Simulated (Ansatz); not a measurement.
# CuO (Cccm): magnetic orders compared

An exercise on one series of results from a longer session: the logs are not shown, and one member is left open.

Computed with Ansatz 0.2.0 (DFT PBE+U (U_eff = 4 eV on Cu 3d), scalar-relativistic, plane waves, PAW, unless a step's input says otherwise).

### The system as given

The structure is orthorhombic, space group Cccm (No. 66). Conventional cell: a = 4.152 Å, b = 4.187 Å, c = 5.218 Å, α = 90.00°, β = 90.00°, γ = 90.00°. Around Cu (site symmetry 2/m) lie 4 O at 1.97 Å. O (site symmetry 222) has 4 Cu at 1.97 Å as nearest neighbours.

Coordinates:

```
Cu O
1.0
     2.08721   -2.07606    0.16528
     2.08721    2.07606    0.16528
    -0.41249    0.00000    5.20160
Cu O
2 2
Direct
  0.00000 0.50000 0.00000
  0.50000 0.00000 0.50000
  0.50004 0.49996 0.25000
  0.49996 0.50004 0.75000
```

This cell comes from an earlier session at PBE+U (U_eff = 4 eV on Cu 3d): 11.340 Å³/atom at -0.02 GPa, on a 10×10×6 mesh.

Set-up of the first run:

Contents of input.yaml:

```yaml
crystal:
  lattice:
    - [2.0872092025, -2.0760605335, 0.1652846486]
    - [2.0872092025, 2.0760605335, 0.1652846486]
    - [-0.4124906602, 0.0, 5.2015957502]
  atoms:
    - { symbol: Cu, position: [0.0, 0.5, 0.0], spin: 1.0 }
    - { symbol: Cu, position: [0.5, 0.0, 0.5], spin: -1.0 }
    - { symbol: O, position: [0.500035267, 0.499964733, 0.25] }
    - { symbol: O, position: [0.499964733, 0.500035267, 0.75] }
basis:
  ecutwfc: 420
  ecutrho_ratio: 4
kpoints:
  mp_grid: { grid: [5, 5, 3] }
hamiltonian:
  xc: pbe
  hubbard: { sites: [{ species: Cu, l: d, u_eff: 4.0 }] }
scf:
  occupations: { method: gaussian, width: 0.05 }
output:
  forces: true
  stress: true
  eigenvalues: true
  populations: true
  hubbard: { sites: [{ species: Cu, l: d }] }
magnetization:
  spin_polarized: true
```

Started as:

```sh
> ansatz run input.yaml --threads 8 --pin off --max-ram 22528MiB --backend cpu --events-out ev --progress --plain --runs-dir out
```

Among the steps run: Coarse mesh, to find the state of the open shells; Antiferromagnetic, in the cell as typed; Ferromagnetic, larger cell; Antiferromagnetic, propagation vector (1, 0, 0); Antiferromagnetic, propagation vector (1, 0, 1/2); Antiferromagnetic, propagation vector (1/2, 1/2, 1/2).

One table of the session follows, with a row left open; its other results are not shown here.

It belongs to the step «The orders side by side». 

```
                                                order  above the lowest (meV/atom)  largest moment (μB)  pressure (GPa)  gap on the mesh (eV)
                                        ferromagnetic                         27.2                 0.59             0.0                  0.00
              antiferromagnetic, in the cell as typed                          8.7                 0.54            -0.4                  0.00
  antiferromagnetic, propagation vector (1, 0, 0) (1)                          9.4                 0.56            -0.1                  0.00
  antiferromagnetic, propagation vector (1, 0, 0) (2)                          8.6                 0.56            -0.1                  0.02
    antiferromagnetic, propagation vector (1, 0, 1/2)                          0.0                 0.54            -0.2                  0.40
antiferromagnetic, propagation vector (1/2, 1/2, 1/2)                            ?                    ?               ?                     ?
```

Q: Estimate the row for antiferromagnetic, propagation vector (1/2, 1/2, 1/2) from the others.

As computed: above the lowest (meV/atom): 2.6; largest moment (μB): 0.55; pressure (GPa): -0.3; gap on the mesh (eV): 0.20. In the column «above the lowest (meV/atom)» it lies between antiferromagnetic, propagation vector (1, 0, 1/2) (0.0) and antiferromagnetic, propagation vector (1, 0, 0) (2) (8.6).

The first row is the run of the earlier session that started with parallel moments (-3595.2227 eV/atom).

Limits of these values: Only these orders were tried, at zero temperature; the one found in experiment may not be among them. Warnings in the runs' records: filled band counts differ across k points, stability check not made.
